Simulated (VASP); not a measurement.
# Pt in VASP: notebook

One slab, Pt, is run at these levels: PBE+D3(BJ), PBE, RPBE; tasks: relaxation of the atoms, single point.

All numbers are computed with VASP 6.6.1; they aren't measurements. Logs are shortened: lines on timing, memory, paths and dates and some standing lists are left out, and cuts for length are marked.

### Step 1. Starting point

The cell holds a slab with vacuum, 16 atoms: a = 5.544 Å, b = 5.544 Å, c = 23.290 Å, α = 90.00°, β = 90.00°, γ = 60.00°.

The cell was built by a generator and needn't be a form met in nature.

### Step 2. Relaxation of the atoms, PBE+D3(BJ)

The input, INCAR:

```
PREC = Accurate
ENCUT = 400
EDIFF = 1E-7
ISMEAR = 1
SIGMA = 0.1
LREAL = Auto
LASPH = T
NELM = 60
ALGO = Fast
ISIF = 2
LWAVE = F
LCHARG = F
GGA = PE
IVDW = 12
IBRION = 2
NSW = 120
EDIFFG = -0.03
ISYM = 0
KPAR = 4
```

The input, KPOINTS:

```
regular mesh
0
Gamma
  6 6 1
```

The input, POSCAR:

```
Pt
1.0
    5.5437171645      0.0000000000      0.0000000000
    2.7718585823      4.8009998959      0.0000000000
    0.0000000000      0.0000000000     23.2896391657
Pt
16
Selective dynamics
Direct
    0.0000000000      0.0000000000      0.1073438700  F F F
    0.5000000000      0.0000000000      0.1073438700  F F F
    0.0000000000      0.5000000000      0.1073438700  F F F
    0.5000000000      0.5000000000      0.1073438700  F F F
    0.1666666667      0.1666666667      0.2045206893  F F F
    0.6666666667      0.1666666667      0.2045206893  F F F
    0.1666666667      0.6666666667      0.2045206893  F F F
    0.6666666667      0.6666666667      0.2045206893  F F F
    0.8333333333      0.3333333333      0.3016975085  T T T
    0.3333333333      0.3333333333      0.3016975085  T T T
    0.8333333333      0.8333333333      0.3016975085  T T T
    0.3333333333      0.8333333333      0.3016975085  T T T
    0.0000000000      0.0000000000      0.3988743277  T T T
    0.5000000000      0.0000000000      0.3988743277  T T T
    0.0000000000      0.5000000000      0.3988743277  T T T
    0.5000000000      0.5000000000      0.3988743277  T T T
```

Potentials or basis: VASP PAW PBE potentials, release 64 (Pt).

Command:

```
$ cat potpaw_PBE.64/Pt/POTCAR > POTCAR
$ mpirun -np 4 vasp_std > vasp.out
```

OUTCAR:

```text
PREC = Accurate
   ENCUT = 400
   EDIFF = 1E-7
   ISMEAR = 1
   LREAL = Auto
   LASPH = T
   NELM = 60
   ISIF = 2
   GGA = PE
   IVDW = 12
   IBRION = 2
   NSW = 120
   EDIFFG = -0.03
   ISYM = 0
 IVDW          = 12

 ion  position               nearest neighbor table
   1  0.000  0.000  0.107-   2 2.77   2 2.77   4 2.77   4 2.77   3 2.77   3 2.77   6 2.77   7 2.77
                             5 2.77
   2  0.500  0.000  0.107-   1 2.77   1 2.77   3 2.77   3 2.77   4 2.77   4 2.77   5 2.77   8 2.77
                             6 2.77
   3  0.000  0.500  0.107-   4 2.77   4 2.77   2 2.77   2 2.77   1 2.77   1 2.77   8 2.77   5 2.77
                             7 2.77
   4  0.500  0.500  0.107-   3 2.77   3 2.77   1 2.77   1 2.77   2 2.77   2 2.77   7 2.77   6 2.77
                             8 2.77
   5  0.167  0.167  0.205-  10 2.77   9 2.77  12 2.77   6 2.77   6 2.77   8 2.77   8 2.77   7 2.77
                             7 2.77   2 2.77   3 2.77   1 2.77
   6  0.667  0.167  0.205-   9 2.77  10 2.77  11 2.77   5 2.77   5 2.77   7 2.77   7 2.77   8 2.77
                             8 2.77   1 2.77   4 2.77   2 2.77
   7  0.167  0.667  0.205-  12 2.77  11 2.77  10 2.77   8 2.77   8 2.77   6 2.77   6 2.77   5 2.77
                             5 2.77   4 2.77   1 2.77   3 2.77
   8  0.667  0.667  0.205-  11 2.77  12 2.77   9 2.77   7 2.77   7 2.77   5 2.77   5 2.77   6 2.77
                             6 2.77   3 2.77   2 2.77   4 2.77
   9  0.833  0.333  0.302-   6 2.77  16 2.77  13 2.77   5 2.77  15 2.77   8 2.77  10 2.77  10 2.77
                            12 2.77  12 2.77  11 2.77  11 2.77
  10  0.333  0.333  0.302-   5 2.77  15 2.77  14 2.77   6 2.77  16 2.77   7 2.77   9 2.77   9 2.77
                            11 2.77  11 2.77  12 2.77  12 2.77
  11  0.833  0.833  0.302-   8 2.77  14 2.77  15 2.77   7 2.77  13 2.77   6 2.77  12 2.77  12 2.77
                            10 2.77  10 2.77   9 2.77   9 2.77
  12  0.333  0.833  0.302-   7 2.77  13 2.77  16 2.77   8 2.77  14 2.77   5 2.77  11 2.77  11 2.77
                             9 2.77   9 2.77  10 2.77  10 2.77
  13  0.000  0.000  0.399-  12 2.77   9 2.77  11 2.77  14 2.77  14 2.77  16 2.77  16 2.77  15 2.77
                            15 2.77
  14  0.500  0.000  0.399-  11 2.77  10 2.77  12 2.77  13 2.77  13 2.77  15 2.77  15 2.77  16 2.77
                            16 2.77
  15  0.000  0.500  0.399-  10 2.77  11 2.77   9 2.77  16 2.77  16 2.77  14 2.77  14 2.77  13 2.77
                            13 2.77
  16  0.500  0.500  0.399-   9 2.77  12 2.77  10 2.77  15 2.77  15 2.77  13 2.77  13 2.77  14 2.77
                            14 2.77

IMPORTANT INFORMATION: All symmetrisations will be switched off!
NOSYMM: (Re-)initialisation of all symmetry stuff for point group C_1.

----------------------------------------------------------------------------------------

                                     Primitive cell

  volume of cell :     619.8627

  direct lattice vectors                    reciprocal lattice vectors
     5.543717165  0.000000000  0.000000000     0.180384383 -0.104144972  0.000000000
     2.771858582  4.800999896  0.000000000     0.000000000  0.208289944  0.000000000
     0.000000000  0.000000000 23.289639166     0.000000000  0.000000000  0.042937548

  length of vectors
     5.543717165  5.543717165 23.289639166     0.208289944  0.208289944  0.042937548

  position of ions in fractional coordinates (direct lattice)
     0.000000000  0.000000000  0.107343870
     0.500000000  0.000000000  0.107343870
[... 101 lines left out ...]
   LREAL  =      T    real-space projection
   EDIFFG = -.3E-01   stopping-criterion for IOM
   NSW    =    120    number of steps for IOM
   IBRION =      2    ionic relax: 0-MD 1-quasi-New 2-CG
   NFREE  =      1    steps in history (QN), initial steepest desc. (CG)
   ISIF   =      2    stress and relaxation
   ISYM   =      0    0-nonsym 1-usesym 2-fastsym
   POTIM  = 0.5000    time-step for ionic-motion
   TEBEG  =    0.0;   TEEND  =   0.0 temperature during run
   PSTRESS=    0.0 pullay stress
   NELECT =     160.0000    total number of electrons
   NUPDOWN=      -1.0000    fix difference up-down
   EMIN   =  10.00;   EMAX   =-10.00  energy-range for DOS
   EFERMI =   0.00;   METHOD = LEGACY
   ISMEAR =     1;   SIGMA  =   0.10  broadening in eV -4-tet -1-fermi 0-gaus
   EFERMI_NEDOS =   21; number of points for ismear=-14 and -15
   IALGO  =     68    algorithm
   IMIX   =      4    mixing-type and parameters
     AMIX     =   0.40;   BMIX     =  1.00
     AMIX_MAG =   1.60;   BMIX_MAG =  1.00
  volume/ion in A,a.u.               =      38.74       261.44
  Fermi-wavevector in a.u.,A,eV,Ry     =   1.042357  1.969768 14.782829  1.086507
  Thomas-Fermi vector in A             =   2.177018
   LORBIT       =      0    0 simple, 1 ext, 2 COOP (PROOUT), +10 PAW based schemes
   GGA     = PE    functional components
   LHFCALC =     F    Hartree Fock is set to
   AEXX    =    0.0000 exact exchange contribution
   IVDW    =    12    specifies the selected vdW correction
   LEPSILON=     F    determine dielectric tensor
   LRPA    =     F    only Hartree local field effects (RPA)
 conjugate gradient relaxation of ions
 non-spin polarized calculation
 RMM-DIIS sequential band-by-band and
 Methfessel and Paxton  Order N= 1 SIGMA  =   0.10
  energy-cutoff  :      400.00
  volume of cell :      619.86
 maximum number of plane-waves:     11295
   NGX = 19   NGY = 19   NGZ = 75

--------------------------------------- Ionic step        1  -------------------------------------------

 number of electron     160.0000050 magnetization

 Free energy of the ion-electron system (eV)
  ---------------------------------------------------
  ext. energy  EPLUGINS =         0.00000000
  ---------------------------------------------------
  free energy    TOTEN  =       -92.89483262 eV

  energy without entropy =      -92.92504739  energy(sigma->0) =      -92.90490421

------------------------ aborting loop because EDIFF is reached ----------------------------------------

 Edisp (eV)   -9.27480

 E8    (eV) :    -4.4030
[... 207 lines left out ...]
--------------------------------------- Ionic step        5  -------------------------------------------

 number of electron     160.0000041 magnetization

 Free energy of the ion-electron system (eV)
  ---------------------------------------------------
  ext. energy  EPLUGINS =         0.00000000
  ---------------------------------------------------
  free energy    TOTEN  =       -92.92592331 eV

  energy without entropy =      -92.95729903  energy(sigma->0) =      -92.93638188

 E-fermi :   0.8476     XC(G=0):  -6.0278

 val. band max:        0.8450642301   @ k =   0.0000   0.0000   0.0000
 cond. band min:       0.8565880450   @ k =   0.1667   0.1667   0.0000
 fundamental gap:      0.0115238150
 Fermi energy:         0.8475915839

 k-point     1 :       0.0000    0.0000    0.0000
  band No.  band energies     occupation
      1      -8.7812      2.00000
      2      -7.4103      2.00000
      3      -6.2837      2.00000
      4      -6.2278      2.00000
      5      -6.0082      2.00000
      6      -6.0082      2.00000
[... 1889 lines left out ...]
     91       3.8184      0.00000
     92       3.8184      0.00000
 [bands above 92 left out]

------------------------ aborting loop because EDIFF is reached ----------------------------------------

 Edisp (eV)   -9.26107

 E8    (eV) :    -4.3961
[... 39 lines left out ...]
  FREE ENERGIE OF THE ION-ELECTRON SYSTEM (eV)
  ---------------------------------------------------
  free  energy   TOTEN  =      -102.1869886951 eV

  energy  without entropy=     -102.2183644147  energy(sigma->0) =     -102.19744727

 reached required accuracy - stopping structural energy minimisation
```

OSZICAR:

```text
N       E                     dE             d eps       ncg     rms          rms(c)
DAV:   1     0.984017856278E+03    0.98402E+03   -0.62933E+04  3840   0.117E+03
DAV:   2    -0.303048356025E+02   -0.10143E+04   -0.93960E+03  4656   0.268E+02
[... 90 lines left out ...]
RMM:   6    -0.929259715462E+02   -0.26183E-04   -0.15702E-04  3872   0.393E-02    0.652E-02
RMM:   7    -0.929259281807E+02    0.43366E-04   -0.54342E-05  3871   0.242E-02    0.204E-02
RMM:   8    -0.929259229209E+02    0.52598E-05   -0.12905E-05  3967   0.104E-02    0.415E-03
RMM:   9    -0.929259231378E+02   -0.21695E-06   -0.35143E-06  4099   0.471E-03    0.374E-03
RMM:  10    -0.929259232554E+02   -0.11756E-06   -0.82172E-07  3616   0.244E-03    0.277E-03
RMM:  11    -0.929259233095E+02   -0.54055E-07   -0.26412E-07  2252   0.152E-03
   5 F= -.10218699E+03 E0= -.10219745E+03  d E =-.144401E-02
```

Wall time 46 min (4 MPI ranks of Intel Xeon Platinum 8375C at 2.90GHz (Ice Lake), shared host); peak memory 0.88 GiB.

What came out:

```yaml
Free_energy: -102.1870 eV
Energy_gained_by_relaxing: 1.1 meV/atom
Ionic_steps: 5
Band_gap_on_the_k_mesh: none (metal or under the smearing width)
Dispersion_energy_per_atom: -0.579 eV
```

The path:
| step | energy change (eV) | largest force (eV/Å) | pressure (GPa) |
| --- | --- | --- | --- |
| 1 | 0.0000 | 0.2990 | -2.17 |
| 2 | -0.0158 | 0.2440 | -2.30 |
| 3 | -0.0159 | 0.2432 | -2.31 |
| 4 | -0.0164 | 0.2422 | -2.34 |
| 5 | -0.0174 | 0.2415 | -2.42 |

Final structure:
```yaml
crystal:
  lattice:
    - [5.54372, 0.00000, 0.00000]
    - [2.77186, 4.80100, 0.00000]
    - [0.00000, 0.00000, 23.28964]
  atoms:
    - { symbol: Pt, position: [0.00000, 0.00000, 0.10734] }
    - { symbol: Pt, position: [0.50000, 0.00000, 0.10734] }
    - { symbol: Pt, position: [0.00000, 0.50000, 0.10734] }
    - { symbol: Pt, position: [0.50000, 0.50000, 0.10734] }
    - { symbol: Pt, position: [0.16667, 0.16667, 0.20452] }
    - { symbol: Pt, position: [0.66667, 0.16667, 0.20452] }
    - { symbol: Pt, position: [0.16667, 0.66667, 0.20452] }
    - { symbol: Pt, position: [0.66667, 0.66667, 0.20452] }
    - { symbol: Pt, position: [0.83333, 0.33333, 0.30127] }
    - { symbol: Pt, position: [0.33333, 0.33333, 0.30127] }
    - { symbol: Pt, position: [0.83333, 0.83333, 0.30127] }
    - { symbol: Pt, position: [0.33333, 0.83333, 0.30127] }
    - { symbol: Pt, position: [0.00000, 0.00000, 0.39982] }
    - { symbol: Pt, position: [0.50000, 0.00000, 0.39982] }
    - { symbol: Pt, position: [0.00000, 0.50000, 0.39982] }
    - { symbol: Pt, position: [0.50000, 0.50000, 0.39982] }
```

Levels at points of the mesh, in eV from the Fermi level:
```tsv
k point	band 75	band 76	band 77	band 78	band 79	band 80	band 81	band 82	band 83	band 84
(0.00, 0.00, 0.00)	0.10	0.28	0.28	0.28	0.58	0.58	0.58	0.62	0.62	0.62
(0.50, 0.00, 0.00)	-0.52	-0.52	-0.31	-0.31	0.06	0.06	0.07	0.07	0.29	0.29
(0.50, 0.50, 0.00)	-0.52	-0.52	-0.31	-0.31	0.06	0.06	0.07	0.07	0.29	0.29
(0.00, 0.50, 0.00)	-0.52	-0.52	-0.31	-0.31	0.06	0.06	0.07	0.07	0.29	0.29
```

(Continued in part 2 of 2.)
